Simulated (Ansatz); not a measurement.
The cell is COD entry 9008459, as deposited and not checked against the literature; nothing was relaxed. The listed cell was then made from it by scaling, straining or moving an atom.

Ag: DFT, PBE, all-electron PAW with datasets made for the crystal, scalar-relativistic (Ansatz 0.2.0). What sets it apart from a plain run of this crystal: equal xy, yz and zx engineering shear strains of +1 %.

Command: `ansatz run input.yaml --threads 1 --pin off --max-ram 3072MiB --backend cpu --events-out ev --progress --plain --runs-dir out` The run took 15 s on 1 thread of Arm Neoverse V1, with other jobs on the host, peak memory 0.45 GiB.

```yaml
crystal:
  lattice:
    - [0.020431, 2.0533155, 2.0533155]
    - [2.0533155, 0.020431, 2.0533155]
    - [2.0533155, 2.0533155, 0.020431]
  atoms:
    - { symbol: Ag, position: [0.0, 0.0, 0.0] }
kpoints:
  mp_grid: { grid: [15, 15, 15] }
scf:
  occupations: { method: fermi_dirac, width: 0.05 }
hamiltonian:
  xc: pbe
  pseudopotentials: { kind: all_electron, datasets: crystal }
output:
  forces: true
  stress: true
  eigenvalues: true
  efg: { contact_densities: true }
```

Output (standing set-up lines are left out):

```
Crystal: 1 atoms, lattice volume = 17.056 Å³
Symmetry: 12 space group operations
Space group: R-3m (ITA 166), of the structure as read, at distance tolerance 2.6e-5 Å
k-points: 344 of 3375
iter 1 solved again at ethr=9.40e-3 eV; its pass at ethr=1.00e-1 eV (dr2=1.03e0 eV) is discarded
SCF iter   1: F=—  HF=-144656.568359 eV  |F-HF|=—  |Δ(HF+E_count)|=         —  Δρ=7.71e-2  dr2=1.04e0  ethr=9.40e-3  ⟨swp⟩=2.3  Hψ=20184  notcnv=0
preconditioner: auto → none  [metal: Δε(μ)=0.053 eV  Ē_g=15.546 eV  σ=0.050 eV  W_gap=0.25  n_scr=0 (ndim 8)  ℏωp=29.8 eV  f_vac=0.000  D(μ)=0.35/eV (n_scr^D=0)]
iter 2 solved again at ethr=2.26e-4 eV; its pass at ethr=9.40e-3 eV (dr2=2.48e-2 eV) is discarded
SCF iter   2: F=—  HF=-144656.323772 eV  |F-HF|=—  |Δ(HF+E_count)|=   2.45e-1  Δρ=1.47e-2  dr2=2.50e-2  ethr=2.26e-4  ⟨swp⟩=2.1  Hψ=16685  notcnv=0  defer=21
SCF iter   3: F=—  HF=-144656.289608 eV  |F-HF|=—  |Δ(HF+E_count)|=   3.42e-2  Δρ=6.97e-3  dr2=9.18e-3  ethr=2.26e-4  ⟨swp⟩=3.1  Hψ=8941  notcnv=0  defer=1
SCF iter   4: F=—  HF=-144656.286973 eV  |F-HF|=—  |Δ(HF+E_count)|=   2.64e-3  Δρ=2.05e-3  dr2=7.85e-4  ethr=8.34e-5  ⟨swp⟩=2.0  Hψ=5477  notcnv=0  defer=1
SCF iter   5: F=—  HF=-144656.287455 eV  |F-HF|=—  |Δ(HF+E_count)|=   4.82e-4  Δρ=4.64e-4  dr2=4.01e-5  ethr=7.13e-6  ⟨swp⟩=2.0  Hψ=5521  notcnv=0  defer=2
SCF iter   6: F=—  HF=-144656.287439 eV  |F-HF|=—  |Δ(HF+E_count)|=   1.57e-5  Δρ=1.31e-4  dr2=3.23e-6  ethr=3.65e-7  ⟨swp⟩=2.0  Hψ=7855  notcnv=0  defer=3
SCF iter   7: F=—  HF=-144656.287438 eV  |F-HF|=—  |Δ(HF+E_count)|=   9.66e-7  Δρ=2.24e-5  dr2=9.22e-8  ethr=2.93e-8  ⟨swp⟩=2.0  Hψ=5385  notcnv=0
SCF iter   8: F=-144656.287438 eV  HF=-144656.287438 eV  |F-HF|=3.49e-10  |Δ(HF+E_count)|=   2.31e-8  Δρ=2.20e-6  dr2=8.30e-10  ethr=8.38e-10  ⟨swp⟩=2.0  Hψ=5387  notcnv=0
SCF 1 converged in 8 iterations: F = -144656.287444 eV  dr2 = 8.30e-10
  Residual-converged pass: ⟨swp⟩=3.0  Hψ=7256  notcnv=0  max |occ|·‖R‖ = 3.4e-6 eV (tolerance 3.7e-6 eV)  dr2=1.02e-9  dr2_onsite=5.59e-10  max |Δocc| = 2.3e-9
  greatest PAW one-centre occupation: 0.923 electrons in one spin orbital (limit 2), on the Ag atom at site 0 (counted from 0), in its partial waves of l = 2
SCF converged after 8 iterations
Free energy (F): -144656.287444 eV
Harris-Foulkes:  -144656.287444 eV  (|F-HF|=3.49e-10)
Internal energy: -144656.284280 eV  (E = F + TS)
E sigma→0 (E₀):  -144656.285862 eV
Entropy (-TS):   -0.003164 eV (-3.164 meV/atom)
Past the cutoff: the bands carry plane waves up to 1.75 times it, of which those up to 1.5 times it add -0.000373 eV an atom, each by itself; the spheres take 0.000433 eV an atom off the energy for waves past 1.75 times it
By the cutoff:   a pressure is off by up to 0.010 GPa (1.2 times the spheres' own share and the shells' term, over an atom's volume, and 0.004 GPa: a bound that held against runs at twice the plane waves)
Past the cutoffs: a stress includes 0.0031 GPa for waves and charges beyond them, in addition to the slope of what the spheres take
In the spheres:  the bands' charges fall short by 4.4e-7 e at most (sound up to 1e-3), those of shells solved beside the bands by 2.8e-7 e (sound up to 5e-4)
Fermi energy:    18.935241 eV
--- Per-component energies (eV) ---
  The terms above E_closure are by the made datasets' own strengths, without shells solved beside the bands.
--- Forces (eV/Å), atoms counted from 1 ---
  atom   1  Ag     0.00000000     0.00000000     0.00000000
  max |Σ_I F_I| component: 4.93e-32 eV/Å
--- Stress (GPa, compression-positive) ---
        4.577619      -0.293506      -0.293506
       -0.293506       4.577619      -0.293506
       -0.293506      -0.293506       4.577619
  P = ⅓ Tr σ = 4.5776 GPa (45.776 kbar)
  It holds what live shells' own plane waves past their cutoff add
--- PAW observables at the nuclei: V_zz in 10²¹ V/m², potentials from the cell's mean, atoms counted from 1 ---
  atom   1  Ag V_zz =    -0.178020   η = 0.0000   by run symmetry: allowed
            electrostatic potential = -7483.128903 V   contact ρ = 948417.227991 e/Å³
--- Band table (eV; the first three rows and the last of 344) ---
  k-point 0: bands = ["11.0156", "13.9423", "14.0350", "14.0350", "15.0453", "15.0453", "34.6602", "37.9314"]
  k-point 1: bands = ["11.1559", "13.9656", "14.0165", "14.0774", "15.0290", "15.0291", "34.7016", "37.2155"]
  k-point 2: bands = ["11.5534", "13.9231", "14.0837", "14.1812", "15.0032", "15.0038", "34.1635", "35.7126"]
  k-point 343: bands = ["12.4726", "13.9428", "14.0544", "15.5588", "15.8012", "18.6441", "22.2609", "33.9511"]
```
